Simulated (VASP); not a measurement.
# 2H-MoTe2 monolayer under biaxial strain, part 4 of 7

How do the gap and the band positions of 2H-MoTe2 monolayer follow biaxial strain?

VASP 6.6.1, plane waves and PAW; the level of theory is named at each step.

So far, gap on the k-mesh (eV): step 2 (relaxing the monolayer) 1.19; step 5 (strained, atoms relaxed, biaxial strain -0.04) 0.901.

## (7) Strained, atoms relaxed, biaxial strain -0.03

This step: PBE with D3(BJ), no spin polarisation; plane waves and PAW (Mo, Te) (VASP 6.6.1).

Input file INCAR:

```
SYSTEM = Te2Mo
PREC = Normal
ENCUT = 350
EDIFF = 1E-06
NELM = 120
ISMEAR = 0
SIGMA = 0.03
LREAL = .FALSE.
ALGO = Fast
GGA = PE
IVDW = 12
NBANDS = 15
LASPH = .TRUE.
LORBIT = 11
LWAVE = .FALSE.
LCHARG = .FALSE.
KPAR = 4
IBRION = 2
NSW = 30
ISIF = 2
EDIFFG = -0.015
POTIM = 0.4
MAXMIX = 40
IDIPOL = 3
LDIPOL = .TRUE.
DIPOL = 0.5 0.5 0.5
```

Input file POSCAR:

```
Te2Mo
1.0
    3.3924137148      0.0000000000      0.0000000000
   -1.6962068574      2.9379164571      0.0000000000
    0.0000000000      0.0000000000     22.0000000000
Mo Te
1 2
Direct
    0.3333333333      0.6666666667      0.5000000000
    0.6666666667      0.3333333333      0.4174975803
    0.6666666667      0.3333333333      0.5825024197
```

Input file KPOINTS:

```
Automatic mesh
0
Gamma
12 12 1
0 0 0
```

The projector-augmented-wave data sets are Mo and Te (PBE family, release 64).

Command:

```console
$ mpirun -np 4 vasp_std
```

The log of the run:

```text
[... set-up lines as in an earlier step ...]
 entering main loop
       N       E                     dE             d eps       ncg     rms          rms(c)
DAV:   1     0.993802845542E+02    0.99380E+02   -0.48030E+03   570   0.637E+02
DAV:   2    -0.962787121867E+01   -0.10901E+03   -0.10196E+03   894   0.141E+02
DAV:   3    -0.183083793458E+02   -0.86805E+01   -0.85961E+01   780   0.477E+01
DAV:   4    -0.185054200274E+02   -0.19704E+00   -0.19689E+00   806   0.896E+00
[...]
RMM:  18    -0.178394994240E+02   -0.78238E-05   -0.77130E-07   402   0.477E-03    0.170E-03
RMM:  19    -0.178395025173E+02   -0.30933E-05   -0.43476E-07   389   0.329E-03    0.760E-04
RMM:  20    -0.178395030547E+02   -0.53742E-06   -0.12116E-07   323   0.204E-03
   1 F= -.19124471E+02 E0= -.19124471E+02  d E =-.191245E+02
[...]
N       E                     dE             d eps       ncg     rms          rms(c)
DAV:   1    -0.178671293349E+02   -0.27627E-01   -0.52521E-01   654   0.387E+00    0.552E-01
[...]
RMM:  10    -0.178680730846E+02   -0.22226E-05   -0.58957E-07   390   0.450E-03    0.225E-03
RMM:  11    -0.178680727461E+02    0.33854E-06   -0.16996E-07   339   0.261E-03
   2 F= -.19145755E+02 E0= -.19145755E+02  d E =-.212838E-01
 trial-energy change:   -0.021284  1 .order   -0.021457   -0.030455   -0.012459
 step:   1.7714(harm=  1.6924)  dis= 0.04294  next Energy=   -19.150481 (dE=-0.260E-01)
[...]
N       E                     dE             d eps       ncg     rms          rms(c)
DAV:   1    -0.178777619016E+02   -0.96888E-02   -0.31259E-01   619   0.297E+00    0.417E-01
RMM:   2    -0.178779685199E+02   -0.20662E-03   -0.10479E-02   570   0.670E-01    0.117E-01
RMM:   3    -0.178781035638E+02   -0.13504E-03   -0.12685E-03   572   0.256E-01    0.796E-02
RMM:   4    -0.178781417437E+02   -0.38180E-04   -0.35656E-04   614   0.126E-01    0.309E-02
RMM:   5    -0.178781454371E+02   -0.36934E-05   -0.51542E-05   634   0.517E-02    0.115E-02
RMM:   6    -0.178781465392E+02   -0.11021E-05   -0.88402E-06   536   0.198E-02    0.714E-03
RMM:   7    -0.178781467424E+02   -0.20329E-06   -0.12480E-06   413   0.737E-03
   3 F= -.19150209E+02 E0= -.19150209E+02  d E =-.257383E-01
[...]
reached required accuracy - stopping structural energy minimisation
```

Run time: 11 s. Hardware: 4 MPI ranks of Intel Xeon 6975P-C (Granite Rapids), shared host; peak memory 0.77 GiB.

Parts of OUTCAR (step 7):

```text
 Edisp (eV)   -1.27768

 Edisp (eV)   -1.27206

  Total       2.30684     2.30684    -0.11534    -0.00000     0.00000    -0.00000
  in kB      16.85613    16.85613    -0.84281    -0.00000     0.00000    -0.00000
  external pressure =       10.96 kB  Pullay stress =        0.00 kB

 POSITION                                       TOTAL-FORCE (eV/Angst)
 -----------------------------------------------------------------------------------
     -0.00000      1.95861     11.00000        -0.000000      0.000000      0.000000
      1.69621      0.97931      9.14200         0.000000      0.000000      0.013598
      1.69621      0.97931     12.85800         0.000000     -0.000000     -0.013598
 -----------------------------------------------------------------------------------
    total drift:                                0.000003     -0.000002      0.000000

  FREE ENERGIE OF THE ION-ELECTRON SYSTEM (eV)
  ---------------------------------------------------
  free  energy   TOTEN  =       -19.1502091624 eV

  energy  without entropy=      -19.1502091624  energy(sigma->0) =      -19.15020916

[... 2 parts as in an earlier step ...]

[... 2 further parts left out ...]
[key lines of the parts left out:]
E-fermi :  -0.5199
```

Relaxation path:

```csv
step,energy less that of the first step (eV),largest force (eV/Å)
1,0.0000,0.6281
2,-0.0213,0.2570
3,-0.0257,0.0136
```

The atoms that moved most (Å):

```csv
atom,dx,dy,dz,length
Te2,0.000,0.000,-0.043,0.043
Te3,0.000,0.000,0.043,0.043
```

The relaxed structure:

```xyz
3
Lattice="3.3924 0.0000 0.0000 -1.6962 2.9379 0.0000 0.0000 0.0000 22.0000" Properties=species:S:1:pos:R:3
Mo    0.0000    1.9586   11.0000
Te    1.6962    0.9793    9.1420
Te    1.6962    0.9793   12.8580
```

The run ended after 3 ionic steps, 0.026 eV below its first step, once the forces on the free atoms met EDIFFG = -0.015.

## (8) Strained, levels with spin-orbit coupling, biaxial strain -0.03

This step: PBE with D3(BJ), spin-orbit coupling, no spin polarisation; plane waves and PAW (Mo, Te) (VASP 6.6.1).

Input file INCAR:

```
SYSTEM = Te2Mo
PREC = Normal
ENCUT = 350
EDIFF = 1E-06
NELM = 120
ISMEAR = 0
SIGMA = 0.03
LREAL = .FALSE.
ALGO = Fast
GGA = PE
IVDW = 12
LNONCOLLINEAR = .TRUE.
MAGMOM = 0 0 0 0 0 0 0 0 0
NBANDS = 30
GGA_COMPAT = .FALSE.
LASPH = .TRUE.
LSORBIT = .TRUE.
LMAXMIX = 4
LWAVE = .FALSE.
LCHARG = .FALSE.
KPAR = 4
IDIPOL = 3
LDIPOL = .TRUE.
DIPOL = 0.5 0.5 0.5
LVHAR = .TRUE.
LVACPOTAV = .TRUE.
```

Input file POSCAR:

```
Te2Mo
1.0
    3.3924137148      0.0000000000      0.0000000000
   -1.6962068574      2.9379164571      0.0000000000
    0.0000000000      0.0000000000     22.0000000000
Mo Te
1 2
Direct
    0.3333333333      0.6666666667      0.5000000000
    0.6666666667      0.3333333333      0.4155455756
    0.6666666667      0.3333333333      0.5844544244
```

KPOINTS is that of step 7.

Input file KPOINTS_OPT:

```
Line mode
14
Line-mode
Reciprocal
  0.00000000   0.00000000   0.00000000 GAMMA
  0.50000000   0.00000000   0.00000000 M

  0.50000000   0.00000000   0.00000000 M
  0.33333333   0.33333333   0.00000000 K

  0.33333333   0.33333333   0.00000000 K
  0.00000000   0.00000000   0.00000000 GAMMA
```

Command:

```console
$ mpirun -np 4 vasp_ncl
```

The log of the run:

```text
[... set-up lines as in an earlier step ...]
 entering main loop
       N       E                     dE             d eps       ncg     rms          rms(c)
DAV:   1     0.991514380861E+02    0.99151E+02   -0.46413E+03  1868   0.639E+02
DAV:   2    -0.772899220139E+01   -0.10688E+03   -0.10095E+03  2782   0.146E+02
DAV:   3    -0.184573091902E+02   -0.10728E+02   -0.10561E+02  2522   0.515E+01
DAV:   4    -0.187846864332E+02   -0.32738E+00   -0.32629E+00  2492   0.107E+01
[...]
RMM:  21    -0.180910805744E+02   -0.12385E-05   -0.10018E-07  1315   0.162E-03    0.636E-04
RMM:  22    -0.180910837123E+02   -0.31379E-05   -0.17315E-07  1643   0.189E-03    0.883E-04
RMM:  23    -0.180910842230E+02   -0.51073E-06   -0.41953E-08  1062   0.104E-03
 [... a notice as in an earlier step ...]

   1 F= -.19363147E+02 E0= -.19363147E+02  d E =-.631209E-19  mag=     0.0000     0.0000     0.0000
 Start KPOINTS_OPT (optional k-point list driver)
k-point batch [1-31\42]
       N       E                     dE             ncg
DAV:   1     0.629826136640E+03   -0.11757E+05     1868
DAV:   2    -0.260554117540E+04   -0.32354E+04     2756
DAV:   3    -0.293211141007E+04   -0.32657E+03     2492
DAV:   4    -0.294277214589E+04   -0.10661E+02     2654
DAV:   5    -0.294295970408E+04   -0.18756E+00     2466
DAV:   6    -0.294296608202E+04   -0.63779E-02     2568
DAV:   7    -0.294296629273E+04   -0.21071E-03     2494
DAV:   8    -0.294296630165E+04   -0.89184E-05     2124
DAV:   9    -0.294296630208E+04   -0.43104E-06     1582
k-point batch [32-42\42]
       N       E                     dE             ncg
DAV:   1     0.108686058268E+05   -0.19782E+04      676
DAV:   2     0.985720061833E+04   -0.10114E+04      990
DAV:   3     0.973378650205E+04   -0.12341E+03      872
DAV:   4     0.972951246386E+04   -0.42740E+01      968
DAV:   5     0.972942132818E+04   -0.91136E-01      902
DAV:   6     0.972941853959E+04   -0.27886E-02      898
DAV:   7     0.972941842573E+04   -0.11387E-03      962
DAV:   8     0.972941842226E+04   -0.34611E-05      794
DAV:   9     0.972941842214E+04   -0.12352E-06      584
```

Run time: 54 s. Hardware: 4 MPI ranks; peak memory 2 GiB; 3.1 min of CPU time.

From OUTCAR (step 8):

```text
 Edisp (eV)   -1.27206

  Total       2.34520     2.34520    -0.04058     0.00000     0.00000     0.00000
  in kB      17.13643    17.13643    -0.29650     0.00000     0.00000     0.00000
  external pressure =       11.33 kB  Pullay stress =        0.00 kB

 POSITION                                       TOTAL-FORCE (eV/Angst)
 -----------------------------------------------------------------------------------
     -0.00000      1.95861     11.00000        -0.000000      0.000000      0.000000
      1.69621      0.97931      9.14200         0.000000     -0.000000     -0.006475
      1.69621      0.97931     12.85800         0.000000     -0.000000      0.006475
 -----------------------------------------------------------------------------------
    total drift:                                0.000002     -0.000001     -0.000000

  FREE ENERGIE OF THE ION-ELECTRON SYSTEM (eV)
  ---------------------------------------------------
  free  energy   TOTEN  =       -19.3631466429 eV

  energy  without entropy=      -19.3631466429  energy(sigma->0) =      -19.36314664

[... 2 parts as in an earlier step ...]

[... 1 further part left out ...]
[key lines of the parts left out:]
E-fermi :  -0.4708
```

On-site spin-orbit energy by atom:

```csv
atom,on-site spin-orbit energy (eV)
Mo1,-0.035
Te2,-0.197
Te3,-0.197
```

## (9) Strained, atoms relaxed, biaxial strain -0.02

This step: PBE with D3(BJ), no spin polarisation; plane waves and PAW (Mo, Te) (VASP 6.6.1).

Input file INCAR:

```
SYSTEM = Te2Mo
PREC = Normal
ENCUT = 350
EDIFF = 1E-06
NELM = 120
ISMEAR = 0
SIGMA = 0.03
LREAL = .FALSE.
ALGO = Fast
GGA = PE
IVDW = 12
NBANDS = 15
LASPH = .TRUE.
LORBIT = 11
LWAVE = .FALSE.
LCHARG = .FALSE.
KPAR = 4
IBRION = 2
NSW = 30
ISIF = 2
EDIFFG = -0.015
POTIM = 0.4
MAXMIX = 40
IDIPOL = 3
LDIPOL = .TRUE.
DIPOL = 0.5 0.5 0.5
```

Input file POSCAR:

```
Te2Mo
1.0
    3.4273870521      0.0000000000      0.0000000000
   -1.7136935260      2.9682042556      0.0000000000
    0.0000000000      0.0000000000     22.0000000000
Mo Te
1 2
Direct
    0.3333333333      0.6666666667      0.5000000000
    0.6666666667      0.3333333333      0.4174975803
    0.6666666667      0.3333333333      0.5825024197
```

KPOINTS is that of step 8.

Command:

```console
$ mpirun -np 4 vasp_std
```

The log of the run:

```text
[... set-up lines as in an earlier step ...]
 entering main loop
       N       E                     dE             d eps       ncg     rms          rms(c)
DAV:   1     0.985828080850E+02    0.98583E+02   -0.48645E+03   570   0.639E+02
DAV:   2    -0.101267272915E+02   -0.10871E+03   -0.10234E+03   879   0.142E+02
DAV:   3    -0.183978630277E+02   -0.82711E+01   -0.81795E+01   780   0.470E+01
DAV:   4    -0.185933650173E+02   -0.19550E+00   -0.19527E+00   771   0.896E+00
[...]
RMM:  18    -0.179210459284E+02   -0.96905E-05   -0.90802E-07   406   0.491E-03    0.166E-03
RMM:  19    -0.179210478444E+02   -0.19161E-05   -0.31008E-07   380   0.290E-03    0.906E-04
RMM:  20    -0.179210488330E+02   -0.98854E-06   -0.14456E-07   339   0.209E-03
   1 F= -.19179629E+02 E0= -.19179629E+02  d E =-.191796E+02
[...]
N       E                     dE             d eps       ncg     rms          rms(c)
DAV:   1    -0.179342093956E+02   -0.13162E-01   -0.21868E-01   689   0.248E+00    0.350E-01
[...]
2 F= -.19188589E+02 E0= -.19188589E+02  d E =-.895972E-02
 trial-energy change:   -0.008960  1 .order   -0.009026   -0.012658   -0.005394
 step:   1.8246(harm=  1.7425)  dis= 0.02852  next Energy=   -19.190776 (dE=-0.111E-01)
[...]
N       E                     dE             d eps       ncg     rms          rms(c)
DAV:   1    -0.179402342400E+02   -0.56376E-02   -0.14857E-01   612   0.204E+00    0.287E-01
RMM:   2    -0.179403234816E+02   -0.89242E-04   -0.49456E-03   570   0.460E-01    0.330E-02
RMM:   3    -0.179403871135E+02   -0.63632E-04   -0.62181E-04   571   0.177E-01    0.215E-02
RMM:   4    -0.179404103495E+02   -0.23236E-04   -0.17510E-04   617   0.875E-02    0.152E-02
RMM:   5    -0.179404136441E+02   -0.32947E-05   -0.23773E-05   599   0.355E-02    0.796E-03
RMM:   6    -0.179404148922E+02   -0.12480E-05   -0.37690E-06   466   0.134E-02    0.112E-02
RMM:   7    -0.179404168628E+02   -0.19707E-05   -0.65466E-07   388   0.582E-03    0.496E-03
RMM:   8    -0.179404202540E+02   -0.33912E-05   -0.65756E-07   376   0.479E-03    0.479E-03
RMM:   9    -0.179404211077E+02   -0.85369E-06   -0.10782E-07   323   0.247E-03
   3 F= -.19190629E+02 E0= -.19190629E+02  d E =-.109994E-01
[...]
reached required accuracy - stopping structural energy minimisation
```

The job ended after 12 s (4 MPI ranks; peak memory 0.78 GiB; 40 s of CPU time).

From OUTCAR (step 9):

```text
 Edisp (eV)   -1.25399

 Edisp (eV)   -1.25021

  Total       1.49309     1.49309    -0.10573     0.00000    -0.00000     0.00000
  in kB      10.68851    10.68851    -0.75691     0.00000    -0.00000     0.00000
  external pressure =        6.87 kB  Pullay stress =        0.00 kB

 POSITION                                       TOTAL-FORCE (eV/Angst)
 -----------------------------------------------------------------------------------
     -0.00000      1.97880     11.00000        -0.000000      0.000000      0.000000
      1.71369      0.98940      9.15643         0.000000     -0.000000      0.011513
      1.71369      0.98940     12.84357         0.000000     -0.000000     -0.011513
 -----------------------------------------------------------------------------------
    total drift:                                0.000003     -0.000002      0.000000

  FREE ENERGIE OF THE ION-ELECTRON SYSTEM (eV)
  ---------------------------------------------------
  free  energy   TOTEN  =       -19.1906287362 eV

  energy  without entropy=      -19.1906287362  energy(sigma->0) =      -19.19062874

[... 2 parts as in an earlier step ...]

[... 2 further parts left out ...]
[key lines of the parts left out:]
E-fermi :  -0.7237
```

The steps of the relaxation:

```csv
step,energy less that of the first step (eV),largest force (eV/Å)
1,0.0000,0.4050
2,-0.0090,0.1726
3,-0.0110,0.0115
```

The atoms that moved most (Å):

```csv
atom,dx,dy,dz,length
Te2,0.000,0.000,-0.029,0.029
Te3,0.000,0.000,0.029,0.029
```

The relaxed structure:

```
Mo Te
1.0
     3.42739    0.00000    0.00000
    -1.71369    2.96820    0.00000
     0.00000    0.00000   22.00000
Mo Te
1 2
Direct
  0.33333 0.66667 0.50000
  0.66667 0.33333 0.41620
  0.66667 0.33333 0.58380
```

The run ended after 3 ionic steps, 0.011 eV below its first step, once the forces on the free atoms met EDIFFG = -0.015.

## (10) Strained, levels with spin-orbit coupling, biaxial strain -0.02

This step: PBE with D3(BJ), spin-orbit coupling, no spin polarisation; plane waves and PAW (Mo, Te) (VASP 6.6.1).

Input file INCAR:

```
SYSTEM = Te2Mo
PREC = Normal
ENCUT = 350
EDIFF = 1E-06
NELM = 120
ISMEAR = 0
SIGMA = 0.03
LREAL = .FALSE.
ALGO = Fast
GGA = PE
IVDW = 12
LNONCOLLINEAR = .TRUE.
MAGMOM = 0 0 0 0 0 0 0 0 0
NBANDS = 30
GGA_COMPAT = .FALSE.
LASPH = .TRUE.
LSORBIT = .TRUE.
LMAXMIX = 4
LWAVE = .FALSE.
LCHARG = .FALSE.
KPAR = 4
IDIPOL = 3
LDIPOL = .TRUE.
DIPOL = 0.5 0.5 0.5
LVHAR = .TRUE.
LVACPOTAV = .TRUE.
```

Input file POSCAR:

```
Te2Mo
1.0
    3.4273870521      0.0000000000      0.0000000000
   -1.7136935260      2.9682042556      0.0000000000
    0.0000000000      0.0000000000     22.0000000000
Mo Te
1 2
Direct
    0.3333333333      0.6666666667      0.5000000000
    0.6666666667      0.3333333333      0.4162013919
    0.6666666667      0.3333333333      0.5837986081
```

KPOINTS is that of step 9.

KPOINTS_OPT is that of step 8.

Command:

```console
$ mpirun -np 4 vasp_ncl
```

The log of the run:

```text
[... set-up lines as in an earlier step ...]
 entering main loop
       N       E                     dE             d eps       ncg     rms          rms(c)
DAV:   1     0.988122842633E+02    0.98812E+02   -0.46876E+03  1876   0.640E+02
DAV:   2    -0.765921485115E+01   -0.10647E+03   -0.10112E+03  2838   0.145E+02
DAV:   3    -0.185228040619E+02   -0.10864E+02   -0.10699E+02  2532   0.515E+01
DAV:   4    -0.188449207115E+02   -0.32212E+00   -0.32134E+00  2520   0.106E+01
[...]
RMM:  21    -0.181536436209E+02   -0.24286E-05   -0.16389E-07  1505   0.178E-03    0.740E-04
RMM:  22    -0.181536461285E+02   -0.25076E-05   -0.23440E-07  1645   0.206E-03    0.759E-04
RMM:  23    -0.181536465197E+02   -0.39120E-06   -0.38122E-08  1008   0.107E-03
 [... a notice as in an earlier step ...]

   1 F= -.19403854E+02 E0= -.19403854E+02  d E =-.724752E-16  mag=     0.0000     0.0000    -0.0000
 Start KPOINTS_OPT (optional k-point list driver)
k-point batch [1-31\42]
       N       E                     dE             ncg
DAV:   1     0.621011572674E+03   -0.11787E+05     1884
DAV:   2    -0.264010195819E+04   -0.32611E+04     2766
DAV:   3    -0.297252685729E+04   -0.33242E+03     2462
DAV:   4    -0.298338644393E+04   -0.10860E+02     2614
DAV:   5    -0.298356841749E+04   -0.18197E+00     2458
DAV:   6    -0.298357460315E+04   -0.61857E-02     2520
DAV:   7    -0.298357481948E+04   -0.21633E-03     2528
DAV:   8    -0.298357482967E+04   -0.10189E-04     2102
DAV:   9    -0.298357483018E+04   -0.50452E-06     1574
k-point batch [32-42\42]
       N       E                     dE             ncg
DAV:   1     0.107939818381E+05   -0.19662E+04      660
DAV:   2     0.974787125103E+04   -0.10461E+04      966
DAV:   3     0.961556122129E+04   -0.13231E+03      880
DAV:   4     0.961107485361E+04   -0.44864E+01      962
DAV:   5     0.961097920130E+04   -0.95652E-01      922
DAV:   6     0.961097626349E+04   -0.29378E-02      906
DAV:   7     0.961097615991E+04   -0.10359E-03      910
DAV:   8     0.961097615557E+04   -0.43405E-05      790
DAV:   9     0.961097615539E+04   -0.17178E-06      550
```

Run time: 56 s. Hardware: 4 MPI ranks; peak memory 2.1 GiB; 3.3 min of CPU time.

Parts of OUTCAR (step 10):

```text
 Edisp (eV)   -1.25021

  Total       1.53651     1.53651    -0.03948     0.00000    -0.00000     0.00000
  in kB      10.99934    10.99934    -0.28265     0.00000    -0.00000     0.00000
  external pressure =        7.24 kB  Pullay stress =        0.00 kB

 POSITION                                       TOTAL-FORCE (eV/Angst)
 -----------------------------------------------------------------------------------
     -0.00000      1.97880     11.00000         0.000000      0.000000      0.000000
      1.71369      0.98940      9.15643        -0.000000     -0.000000     -0.006755
      1.71369      0.98940     12.84357         0.000000      0.000000      0.006755
 -----------------------------------------------------------------------------------
    total drift:                                0.000002     -0.000001      0.000000

  FREE ENERGIE OF THE ION-ELECTRON SYSTEM (eV)
  ---------------------------------------------------
  free  energy   TOTEN  =       -19.4038541479 eV

  energy  without entropy=      -19.4038541479  energy(sigma->0) =      -19.40385415

[... 2 parts as in an earlier step ...]

[... 1 further part left out ...]
[key lines of the parts left out:]
E-fermi :  -0.5957
```

On-site spin-orbit energy by atom:

```csv
atom,on-site spin-orbit energy (eV)
Mo1,-0.035
Te2,-0.198
Te3,-0.198
```

[end of part 4 of 7]

[Lines on the potential files, build, host, timing and source positions are cut from VASP's logs without a mark.]

[Logs are printed without paths, hosts, clocks, repeated set-up lines and the standing remarks that a program may print on its own settings, such as how far it seeks lower states.]

[Hosts, paths, dates, database ids (printed as entryN), source tags and the programs' standing remarks are cut or masked in the printed files.]

[Runs that stopped without an error message from VASP are left out.]
